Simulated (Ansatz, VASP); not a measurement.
## Ce3Hf3Zr3Ti4Sn3O32 (random fluorite-type (Ti, Ce, Zr, Sn, Hf)O solid solution) in two plane-wave programs

One calculation is typed for both programs; each brings its own data sets. How far apart do they land? Of the first pair: The structure shown is the start of the Ansatz relaxation below; VASP solves that cell, so the two are compared at the walk's first step.

Method: plane waves, with VASP 6.6.1 beside it; single point at PBE, in Ansatz 0.2.0.

In doubt: a part-filled 4f shell, where there is one, can sit in one of many states (step 2), so energies may not be the lowest and differences between runs may mislead; derivatives with an open 4f shell can jump between states (step 2), which bears on forces and vibrations.

**1. Starting point**

The cell holds 96 atoms: 6 Ce, 64 O, 6 Hf, 8 Ti, 6 Sn and 6 Zr. Its edges and angles: a = 10.180 Å, b = 10.180 Å, c = 10.180 Å, α = 90.0°, β = 90.0°, γ = 90.0°. Fluorite-type lattice (a = 5.09 A, the mean of the end members), 2 x 2 x 2 cells, metal sites filled at random with 8 Ti, 6 Ce, 6 Zr, 6 Sn, 6 Hf; (so at first; earlier steps may have moved the atoms), displaced by a Gaussian of 0.02 A.

**2. Ansatz: relaxation, PBE**

Ansatz runs on its default PAW (the set named soft_2) files.

The two programs are compared at the cell with which this relaxation starts, whose forces are those of its first step.

Input file input.yaml:

```yaml
crystal:
  lattice:
    - [10.18, 0.0, 0.0]
    - [0.0, 10.18, 0.0]
    - [0.0, 0.0, 10.18]
  atoms:
    - { symbol: Ce, position: [0.99713, 0.00119, 0.00097], spin: -1.0 }
    - { symbol: O, position: [0.12647, 0.12381, 0.12283] }
    - { symbol: O, position: [0.37228, 0.37684, 0.37714] }
    - { symbol: Hf, position: [0.99696, 0.25029, 0.25087] }
    - { symbol: O, position: [0.12357, 0.37422, 0.37675] }
    - { symbol: O, position: [0.37398, 0.12197, 0.12793] }
    - { symbol: Ti, position: [0.24879, 0.99836, 0.25103] }
    - { symbol: O, position: [0.37536, 0.12271, 0.37394] }
    - { symbol: O, position: [0.12274, 0.37347, 0.12807] }
    - { symbol: Hf, position: [0.25011, 0.25056, 0.99869] }
    - { symbol: O, position: [0.37794, 0.37396, 0.12844] }
    - { symbol: O, position: [0.12453, 0.12595, 0.37499] }
    - { symbol: Hf, position: [0.99921, 0.00078, 0.50004] }
    - { symbol: O, position: [0.12591, 0.12736, 0.62594] }
    - { symbol: O, position: [0.37308, 0.37592, 0.87401] }
    - { symbol: Ce, position: [0.99926, 0.25071, 0.75034], spin: 1.0 }
    - { symbol: O, position: [0.12646, 0.36947, 0.87177] }
    - { symbol: O, position: [0.37373, 0.12218, 0.62662] }
    - { symbol: Sn, position: [0.25046, 0.00148, 0.74929] }
    - { symbol: O, position: [0.37554, 0.1252, 0.87347] }
    - { symbol: O, position: [0.12169, 0.37333, 0.62884] }
    - { symbol: Hf, position: [0.25045, 0.25069, 0.50081] }
    - { symbol: O, position: [0.37391, 0.37766, 0.62278] }
    - { symbol: O, position: [0.12774, 0.12479, 0.876] }
    - { symbol: Sn, position: [0.99611, 0.50096, 0.00197] }
    - { symbol: O, position: [0.12335, 0.62886, 0.12531] }
    - { symbol: O, position: [0.37444, 0.8734, 0.37441] }
    - { symbol: Hf, position: [0.99783, 0.74647, 0.24661] }
    - { symbol: O, position: [0.12786, 0.8732, 0.37807] }
    - { symbol: O, position: [0.37263, 0.62508, 0.12557] }
[... 60 atom lines left out ...]
    - { symbol: Ce, position: [0.75131, 0.50073, 0.75417], spin: 1.0 }
    - { symbol: O, position: [0.87427, 0.62481, 0.8723] }
    - { symbol: O, position: [0.62625, 0.87452, 0.62536] }
    - { symbol: Zr, position: [0.74824, 0.74968, 0.49802] }
    - { symbol: O, position: [0.87276, 0.87637, 0.62286] }
    - { symbol: O, position: [0.62615, 0.62768, 0.87551] }
magnetization:
  spin_polarized: true
kpoints:
  mp_grid: { grid: [1, 1, 1] }
hamiltonian:
  xc: pbe
scf:
  occupations: { method: fermi_dirac, width: 0.025 }
  lower_state_search: "off"
output:
  forces: true
relax:
  f_tol: 0.05
  max_steps: 150
  cell: {}
```

The run is started by

```
> ansatz run input.yaml --threads 4 --pin off --max-ram 8192MiB --backend cpu --events-out ev --progress --plain --runs-dir out
```

Numbers of over 12 decimals in the logs are rounded to 6 here.

Log:

```text
Engine: ansatz 0.2.0, x86_64-unknown-linux-gnu
Pseudopotentials: kind: paw
Pseudopotential: Ce, paw, valence charge 12, recommended cutoff 420 eV (normal), Ce.paw.azcp
Pseudopotential: O, paw, valence charge 6, recommended cutoff 420 eV (normal), O.paw.azcp
Pseudopotential: Hf, paw, valence charge 26, recommended cutoff 420 eV (normal), Hf.paw.azcp
Pseudopotential: Ti, paw, valence charge 12, recommended cutoff 420 eV (normal), Ti.paw.azcp
Pseudopotential: Sn, paw, valence charge 14, recommended cutoff 420 eV (normal), Sn.paw.azcp
Pseudopotential: Zr, paw, valence charge 12, recommended cutoff 420 eV (normal), Zr.paw.azcp
Functional definition: PBE
  parameter kappa = 0.804
  parameter beta = 0.066725
  exchange = pbe_x(kappa = kappa, mu = beta*pi^2/3)
  correlation = pbe_c(beta = beta)
Crystal: 96 atoms, lattice volume = 1054.978 Å³
Basis set: ecut = 420 eV, 20479 PW (Γ), exchange–correlation on 144×144×144 points (8 copies of the dense FFT grid, shifted against one another)
Bands: 531, of which v1, the nominal top of the filled ones, is band 432 counted from 1 (431 counted from 0)
Symmetry: 1 space group operations
Space group: P1 (ITA 1), of the structure as read, at distance tolerance 1.0e-4 Å
Magnetic group: BNS 1.1 (UNI 1), of the structure as read, at distance tolerance 1.0e-4 Å
k-points: 1
Non-local potential: Ce, projectors of the file, l = 0: 3, l = 1: 2, l = 2: 2, l = 3: 3
Non-local potential: O, projectors of the file, l = 0: 2, l = 1: 2, l = 2: 1
Non-local potential: Hf, projectors of the file, l = 0: 3, l = 1: 2, l = 2: 2, l = 3: 3
Non-local potential: Ti, projectors of the file, l = 0: 3, l = 1: 2, l = 2: 3, l = 3: 1
Non-local potential: Sn, projectors of the file, l = 0: 2, l = 1: 2, l = 2: 2, l = 3: 2
Non-local potential: Zr, projectors of the file, l = 0: 3, l = 1: 2, l = 2: 2, l = 3: 2
PAW form: soft (Blöchl's): semilocal exchange-correlation on the pseudo side does not see the compensation charge
PAW one-centre angular grid: Ce, 590 points (default); XC on 64 Gauss nodes
PAW one-centre angular grid: O, 110 points (default); XC on 64 Gauss nodes
PAW one-centre angular grid: Hf, 590 points (default); XC on 64 Gauss nodes
PAW one-centre angular grid: Ti, 590 points (default); XC on 64 Gauss nodes
PAW one-centre angular grid: Sn, 590 points (default); XC on 64 Gauss nodes
PAW one-centre angular grid: Zr, 590 points (default); XC on 64 Gauss nodes
Initial density: superposition of atomic densities (chi_scale 0.1, normalization cell, long waves kept (reshape's long-wave potential 0.88 eV rms))
Starting moments: Σ|m| = 6 μB on 6 of 96 sites
Initial wavefunctions: pseudopotential atomic-orbital guess
Functional: x = pbe(κ = 0.804, μ = 0.219515), c = pbe(β = 0.066725)
SCF iter   1: F=—  HF=-251512.430278 eV  |F-HF|=—  |Δ(HF+E_count)|=         —  Δρ=8.17e-2 (↑8.15e-2 ↓8.17e-2)  dr2=8.11e2  dr2_m=1.23e0  M=0.075 μB ∫|m|=0.722 μB  β_m=0.30  ethr=3.10e-3  ⟨swp⟩=6.0  Hψ=3418  notcnv=0  defer=145
preconditioner: auto → Resta (q_TF=auto, 2.639 Å⁻¹)  ε∞=5.6  [insulator: Δε(μ)=0.078 eV  Ē_g=14.376 eV  σ=0.025 eV  W_gap=0.65  n_scr=340 (ndim 8)  ℏωp=30.8 eV  f_vac=0.000  D(μ)=29.00/eV (n_scr^D=202)  ε∞_Penn≈5.6]
spin=Collinear: Resta preconditioning applied to the charge; magnetization (m = ρ↑ − ρ↓) channel mixes plain (no charge-response kernel on spin).
SCF iter   2: F=—  HF=-251461.810738 eV  |F-HF|=—  |Δ(HF+E_count)|=    5.06e1  Δρ=4.55e-2 (↑4.49e-2 ↓4.55e-2)  dr2=7.10e1  dr2_m=6.06e-1  M=0.000 μB ∫|m|=0.648 μB  β_m=0.30  ethr=3.10e-3  ⟨swp⟩=3.0  Hψ=2138  notcnv=0  defer=166
SCF iter   3: F=—  HF=-251449.282480 eV  |F-HF|=—  |Δ(HF+E_count)|=    1.25e1  Δρ=2.76e-2 (↑2.67e-2 ↓2.76e-2)  dr2=2.57e1  dr2_m=3.02e-1  M=0.000 μB ∫|m|=0.584 μB  β_m=0.30  ethr=3.10e-3  ⟨swp⟩=2.0  Hψ=1826  notcnv=0  defer=186
SCF iter   4: F=—  HF=-251444.023403 eV  |F-HF|=—  |Δ(HF+E_count)|=    5.26e0  Δρ=1.43e-2 (↑1.35e-2 ↓1.43e-2)  dr2=7.79e0  dr2_m=1.56e-1  M=0.000 μB ∫|m|=0.469 μB  β_m=0.30  ethr=2.98e-3  ⟨swp⟩=4.0  Hψ=3008  notcnv=0  defer=166
SCF iter   5: F=—  HF=-251442.989779 eV  |F-HF|=—  |Δ(HF+E_count)|=    1.03e0  Δρ=5.55e-3 (↑5.43e-3 ↓5.55e-3)  dr2=8.99e-1  dr2_m=8.46e-2  M=0.000 μB ∫|m|=0.338 μB  β_m=0.30  ethr=9.02e-4  ⟨swp⟩=3.0  Hψ=1824  notcnv=0  defer=166
SCF iter   6: F=—  HF=-251443.136958 eV  |F-HF|=—  |Δ(HF+E_count)|=   1.47e-1  Δρ=3.73e-3 (↑3.73e-3 ↓3.72e-3)  dr2=3.66e-1  dr2_m=4.50e-2  M=0.000 μB ∫|m|=0.260 μB  β_m=0.30  ethr=1.04e-4  ⟨swp⟩=2.0  Hψ=2118  notcnv=0  defer=166
Mixer restart at iter 6: flushing history
spin-set hold released at iteration 6 (site moments contracting): the magnetisation degrees of freedom join the quasi-Newton model from the next iteration; the mixer history was flushed
[...]
atom  93  O     -0.00440621     0.00469923     0.00064245
  atom  94  Zr     0.00250560    -0.00462191    -0.00292446
  atom  95  O      0.00625492    -0.00040863     0.00413002
  atom  96  O     -0.00327900    -0.00206533    -0.00294023
  max |Σ_I F_I| component: 3.54e-6 eV/Å
--- Stress (GPa, compression-positive) ---
        0.015933       0.002156       0.002325
        0.002156      -0.016334       0.000398
        0.002325       0.000398       0.011751
  P = ⅓ Tr σ = 0.0038 GPa (0.038 kbar)
--- Relaxed structure (28 steps of the walk, 27 accepted, 3 SCFs on fresh bases) ---
  F+E_penalty+E_count = -251465.06864517 eV   max|allowed force component| = 1.363e-2 eV/Å   (the final SCF, on the basis selected at the relaxed cell)
  cell:  # Å, volume = 1148.6731 Å³
    - [10.210281, 0.00701331, 0.042299]
    - [0.00701331, 10.880372, -0.00927739]
    - [0.042299, -0.00927739, 10.340056]
  atoms:
    - { symbol: Ce, position: [1.000537, 0.00358483, 0.00184427] }
    - { symbol: O, position: [0.103989, 0.181471, 0.090820] }
    - { symbol: O, position: [0.375021, 0.415621, 0.396196] }
    - { symbol: Hf, position: [0.997361, 0.257482, 0.238222] }
    - { symbol: O, position: [0.165664, 0.324445, 0.321101] }
    - { symbol: O, position: [0.367252, 0.080951, 0.171571] }
    - { symbol: Ti, position: [0.270589, 0.970662, 0.267646] }
    - { symbol: O, position: [0.416589, 0.175035, 0.442798] }
    - { symbol: O, position: [0.120879, 0.433013, 0.095837] }
    - { symbol: Hf, position: [0.239140, 0.275384, 0.988015] }
    - { symbol: O, position: [0.359846, 0.354409, 0.124658] }
    - { symbol: O, position: [0.172493, 0.089419, 0.366591] }
    - { symbol: Hf, position: [1.029279, 0.00772295, 0.481168] }
    - { symbol: O, position: [0.118303, 0.155633, 0.590644] }
    - { symbol: O, position: [0.363103, 0.430506, 0.878513] }
    - { symbol: Ce, position: [0.991934, 0.239747, 0.731149] }
    - { symbol: O, position: [0.124089, 0.362833, 0.851250] }
    - { symbol: O, position: [0.401958, 0.066366, 0.674297] }
    - { symbol: Sn, position: [0.256137, -0.024467, 0.767072] }
    - { symbol: O, position: [0.389501, 0.176228, 0.914632] }
    - { symbol: O, position: [0.107647, 0.420351, 0.585202] }
    - { symbol: Hf, position: [0.243996, 0.256981, 0.485155] }
    - { symbol: O, position: [0.322453, 0.314132, 0.664243] }
    - { symbol: O, position: [0.138603, 0.104739, 0.852908] }
    - { symbol: Sn, position: [1.003502, 0.515894, -0.038453] }
    - { symbol: O, position: [0.144218, 0.694076, 0.101414] }
    - { symbol: O, position: [0.372301, 0.928654, 0.443564] }
    - { symbol: Hf, position: [1.024341, 0.764915, 0.250462] }
    - { symbol: O, position: [0.136974, 0.846967, 0.390114] }
    - { symbol: O, position: [0.395025, 0.586225, 0.173658] }
    - { symbol: Sn, position: [0.246460, 0.484369, 0.246431] }
    - { symbol: O, position: [0.397508, 0.683295, 0.414514] }
    - { symbol: O, position: [0.127937, 0.927918, 0.162410] }
    - { symbol: Ti, position: [0.229544, 0.737859, 0.956517] }
    - { symbol: O, position: [0.393570, 0.842219, 0.199093] }
    - { symbol: O, position: [0.132968, 0.601653, 0.357399] }
    - { symbol: Ti, position: [0.00353605, 0.528603, 0.485037] }
[...]
- { symbol: Ti, position: [0.989153, 0.759555, 0.736986] }
[...]
- { symbol: Ti, position: [0.250417, 0.459809, 0.741199] }
[...]
- { symbol: Zr, position: [0.252081, 0.758614, 0.530547] }
[...]
- { symbol: Zr, position: [0.489282, 0.015941, 1.012778] }
[...]
- { symbol: Ce, position: [0.502895, 0.254245, 0.263555] }
[...]
- { symbol: Sn, position: [0.749595, 0.965465, 0.242927] }
[...]
- { symbol: Ce, position: [0.742115, 0.247440, -0.00327355] }
[...]
- { symbol: Ti, position: [0.498989, 1.019485, 0.517098] }
[...]
- { symbol: Hf, position: [0.493492, 0.238657, 0.748351] }
[...]
- { symbol: Zr, position: [0.738477, 0.985158, 0.738363] }
[...]
- { symbol: Sn, position: [0.757061, 0.205680, 0.489076] }
[...]
- { symbol: Zr, position: [0.494760, 0.512044, 1.014796] }
[...]
- { symbol: Ti, position: [0.499805, 0.725517, 0.257985] }
[...]
- { symbol: Ce, position: [0.767932, 0.503198, 0.248538] }
[...]
- { symbol: Zr, position: [0.752963, 0.751103, 0.990273] }
[...]
- { symbol: Sn, position: [0.482407, 0.530615, 0.510227] }
    - { symbol: O, position: [0.597145, 0.659198, 0.630760] }
    - { symbol: O, position: [0.853762, 0.891796, 0.876784] }
    - { symbol: Ti, position: [0.503494, 0.727262, 0.777063] }
    - { symbol: O, position: [0.611400, 0.838415, 0.842409] }
    - { symbol: O, position: [0.846031, 0.577514, 0.571023] }
    - { symbol: Ce, position: [0.733190, 0.486511, 0.729338] }
    - { symbol: O, position: [0.890215, 0.651752, 0.838030] }
    - { symbol: O, position: [0.628002, 0.909789, 0.583551] }
    - { symbol: Zr, position: [0.743303, 0.745533, 0.489263] }
    - { symbol: O, position: [0.858636, 0.824590, 0.635945] }
    - { symbol: O, position: [0.625305, 0.601162, 0.881711] }
```

The column dr2 measures how far the density is from self-consistency, as an energy; F and HF (Harris–Foulkes) agree once it is small.

**3. VASP: single point, PBE, start cell, pair 1**

The same cell, functional, mesh and smearing now go to VASP, with its own data sets.

Lines of VASP's logs that name or quote its potential files are left out, and so is its time.

Input file INCAR:

```
SYSTEM = Ce3Hf3Zr3Ti4Sn3O32
PREC = Accurate
ENCUT = 520
EDIFF = 1E-06
NELM = 200
ISMEAR = -1
SIGMA = 0.025
LREAL = Auto
ALGO = Normal
GGA = PE
NBANDS = 456
ISPIN = 2
MAGMOM = -0 -0 0 -0 0 -0 -0 -0 -0 -0 0 0 -0 0 0 -0 0 0 0 0 -0 -0 -0 -0 0 0 -0 -0 -0 0 0 0 -0 -0 0 0 -0 0 -0 -0 -0 -0 0 0 -0 0 -0 0 -0 -0 0 0 0 -0 0 -0 -0 -0 -0 0 0 0 0 0 -0 0 -0 0 0 -0 0 -0 0 -0 0 0 0 0 -0 -0 -0 0 -0 0 0 -0 -0 0 -0 -0 -0 -0 -0 0 -0 0
LASPH = .TRUE.
LMAXMIX = 6
AMIX = 0.2
BMIX = 1E-04
AMIX_MAG = 0.8
BMIX_MAG = 1E-04
LORBIT = 11
LWAVE = .FALSE.
LCHARG = .FALSE.
ISIF = 2
GGA_COMPAT = .FALSE.
NCORE = 2
```

Input file POSCAR:

```
Ce3Hf3Zr3Ti4Sn3O32
1.0
   10.1800000000      0.0000000000      0.0000000000
    0.0000000000     10.1800000000      0.0000000000
    0.0000000000      0.0000000000     10.1800000000
Ce O Hf Ti Sn Zr
6 64 6 8 6 6
Direct
    0.9971316306      0.0011886051      0.0009724951
    0.9992632613      0.2507072692      0.7503438114
    0.4980844794      0.2471414538      0.2489489194
    0.7491257367      0.2490275049      0.0005893910
    0.7498821218      0.4993418468      0.2505893910
    0.7513064833      0.5007269155      0.7541748527
    0.1264734774      0.1238113949      0.1228290766
    0.3722789784      0.3768369352      0.3771414538
    0.1235658153      0.3742239686      0.3767485265
    0.3739783890      0.1219744597      0.1279273084
    0.3753634578      0.1227111984      0.3739390963
    0.1227406680      0.3734675835      0.1280746562
    0.3779371316      0.3739587426      0.1284381139
    0.1245284872      0.1259528487      0.3749901768
    0.1259135560      0.1273575639      0.6259430255
    0.3730844794      0.3759233792      0.8740078585
    0.1264636542      0.3694695481      0.8717681729
    0.3737328094      0.1221807466      0.6266208251
    0.3755402750      0.1251964637      0.8734675835
    0.1216895874      0.3733300589      0.6288408644
    0.3739096267      0.3776620825      0.6227799607
    0.1277406680      0.1247937132      0.8760019646
    0.1233497053      0.6288605108      0.1253143418
    0.3744400786      0.8733988212      0.3744106090
    0.1278585462      0.8732023576      0.3780746562
    0.3726326130      0.6250785855      0.1255697446
    0.3749901768      0.6257072692      0.3718467583
    0.1236640472      0.8745383104      0.1243909627
    0.3755500982      0.8743811395      0.1274754420
    0.1262573674      0.6221611002      0.3717976424
[... 60 atom lines left out ...]
    0.2516699411      0.7516601179      0.5003045187
    0.4993123772      0.0007858546      0.9994891945
    0.7496856582      0.9976031434      0.7470530452
    0.4999508841      0.5031139489      0.9949901768
    0.7547544204      0.7514636542      0.9997053045
    0.7482416503      0.7496758350      0.4980157171
```

Input file KPOINTS:

```
Automatic mesh
0
Gamma
1 1 1
0 0 0
```

Potentials, in the order of the species: Ce, O, Hf_pv, Ti_sv, Sn_d and Zr_sv (PBE family, release 64).

The run is started by

```
> mpirun -np 8 vasp_gam
```

Log:

```text
[banner, memory and clock lines left out]
running    8 mpi-ranks, on    1 nodes
[...]
LDA part: xc-table for (Slater+PW92), standard interpolation
 POSCAR, INCAR and KPOINTS ok, starting setup
[...]
entering main loop
       N       E                     dE             d eps       ncg     rms          rms(c)
DAV:   1     0.192367231718E+05    0.19237E+05   -0.34218E+05  1824   0.248E+03
DAV:   2     0.478678818435E+04   -0.14450E+05   -0.13786E+05  1832   0.803E+02
DAV:   3     0.349153817223E+03   -0.44376E+04   -0.39772E+04  1976   0.364E+02
DAV:   4    -0.851375440864E+03   -0.12005E+04   -0.10182E+04  2336   0.166E+02
[...]
DAV:  36    -0.811123262747E+03    0.94405E-05   -0.10298E-05  2408   0.100E-02    0.136E-02
DAV:  37    -0.811123259912E+03    0.28357E-05   -0.11040E-05  2512   0.926E-03    0.892E-03
DAV:  38    -0.811123259930E+03   -0.18117E-07   -0.64636E-06  2128   0.510E-03
   1 F= -.81112326E+03 E0= -.81112326E+03  d E =-.244293E-10  mag=     0.0000
```

From OUTCAR (step 3):

```text
  Total       44.2711377     45.7720007     43.2786186      0.1835469     -1.4638680     -1.0017561
  in kB       67.2338423     69.5131780     65.7265201      0.2787496     -2.2231521     -1.5213504
  external PRESSURE =      67.4911801 kB  Pullay stress =       0.0000000 kB

 POSITION                                       TOTAL-FORCE (eV/Angst)
 -----------------------------------------------------------------------------------
     10.15080      0.01210      0.00990         1.376794     -0.698794     -0.557867
     10.17250      2.55220      7.63850         0.012812     -0.183507     -0.181606
      5.07050      2.51590      2.53430        -0.156429      0.122722      0.239779
      7.62610      2.53510      0.00600        -0.165626      0.524275     -0.543827
      7.63380      5.08330      2.55100        -0.537122     -0.019829      0.508574
      7.64830      5.09740      7.67750        -0.466493      0.146405     -1.820004
      1.28750      1.26040      1.25040         1.084430      1.114173      1.704817
[...]
4        2.053   5.854   1.185   1.124  10.215
    5        2.048   5.845   1.128   1.093  10.115
    6        2.057   5.848   1.158   1.117  10.179
    7        1.570   3.503   0.000   0.000   5.072
    8        1.574   3.514   0.000   0.000   5.088
    9        1.567   3.494   0.000   0.000   5.061
[...]
--------------------------------------------------
tot        150.012 389.376  96.836   6.692 642.916

 magnetization (x)
# of ion       s       p       d       f       tot
--------------------------------------------------
    1        0.000   0.000   0.000   0.000   0.000
    2       -0.000   0.000   0.000   0.000   0.000
    3       -0.000  -0.000  -0.000   0.000  -0.000
    4        0.000   0.000  -0.000   0.000   0.000
    5        0.000   0.000  -0.000   0.000   0.000
    6        0.000   0.000  -0.000  -0.000   0.000
    7       -0.000  -0.000   0.000   0.000  -0.000
    8       -0.000  -0.000   0.000   0.000  -0.000
    9       -0.000   0.000   0.000   0.000  -0.000
   10        0.000  -0.000   0.000   0.000  -0.000
   11        0.000  -0.000   0.000   0.000  -0.000
   12       -0.000   0.000   0.000   0.000  -0.000
   13       -0.000   0.000   0.000   0.000  -0.000
[...]
--------------------------------------------------
tot          0.000  -0.000   0.000   0.000   0.000

[... 3 further parts left out ...]
[key lines of the parts left out:]
E-fermi :   7.0097
```

This run allows spin, but its moments start at zero, where symmetry between the spins tends to hold them, although Ce and Ti can carry a moment. Without U or exact exchange, f electrons of an open shell come out too delocalised. Harder data sets than Hf_pv exist (the GW ones), and pressures, volumes and forces can shift noticeably with them.

**4. Differences**

Known differences besides the potentials themselves: the data sets hold 864 valence electrons in Ansatz (on its default PAW (the set named soft_2) files) and 768 in VASP; the cutoff is 420 eV in Ansatz and 520 eV in VASP (PREC = Accurate, projectors in real space). Total energies have different zeros and are not compared.

Forces on 10 of the 96 atoms, those with the largest forces and the largest differences (eV/Å; atoms numbered as in POSCAR):

```csv
atom,"Ansatz x, y, z","VASP x, y, z"
O11,"-1.148, -1.824, 1.682","-1.218, -1.747, 1.751"
O13,"-1.512, 1.156, -1.820","-1.573, 1.089, -1.904"
O17,"1.676, 2.071, 1.585","1.753, 2.003, 1.673"
O18,"0.880, -0.152, -0.626","0.898, 0.007, -0.636"
O20,"1.735, 2.574, -1.869","1.807, 2.516, -1.942"
O21,"-0.342, 0.021, 0.713","-0.356, -0.136, 0.712"
O39,"-0.103, -2.487, 0.304","-0.103, -2.491, 0.305"
O42,"0.196, 0.091, 2.598","0.274, 0.167, 2.669"
O43,"-0.322, -0.179, -0.266","-0.162, -0.188, -0.275"
O67,"2.111, 1.865, 1.431","2.108, 1.873, 1.438"
```

The forces differ by 48 meV/Å r.m.s., which is 5.5 % of the r.m.s. force of 0.876 eV/Å (both taken over all components). Moments aren't recorded for both runs of this pair, so they may hold unlike magnetic states.

[end of part 1 of 2]

[Lines on the potential files, build, host, timing and source positions are cut from VASP's logs without a mark.]

[Logs are printed without paths, hosts, clocks, repeated set-up lines and the standing remarks that a program may print on its own settings, such as how far it seeks lower states.]

[Hosts, paths, dates, database ids (printed as entryN), source tags and the programs' standing remarks are cut or masked in the printed files.]
